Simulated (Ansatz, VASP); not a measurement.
**Two plane-wave programs on Ta**

```
CELL_PARAMETERS angstrom
-1.66037 1.66037 1.66037
1.66037 -1.66037 1.66037
1.66037 1.66037 -1.66037
ATOMIC_POSITIONS crystal
Ta 0.00000 0.00000 0.00000
```

Alike in both runs: functional PBE; k mesh 16 × 16 × 16; occupations methfessel-paxton of order 1, width 0.1 eV; no spin polarisation.

Ansatz relaxed the structure, and its values are those at the end. VASP's run is a single point on that final structure, the one shown.

|  | VASP | Ansatz |
| --- | --- | --- |
| version | VASP 6.6.1 | Ansatz 0.2.0 |
| potentials or method | VASP PAW PBE potentials, release 64 (Ta_pv) | plane-wave PAW DFT |
| plane-wave cutoff (eV) | 520 | 420 |
| valence electrons in the cell | 11 | 13 |

|  | VASP | Ansatz | Ansatz less VASP |
| --- | --- | --- | --- |
| pressure (GPa) | 0.1 | 0.0 | -0.07 |

With one functional, cell and mesh, what is left measures potentials, basis and numerics. The two sets of potentials don't hold the same shells in valence.

Spin-orbit coupling is left out, which matters for the levels of Ta.
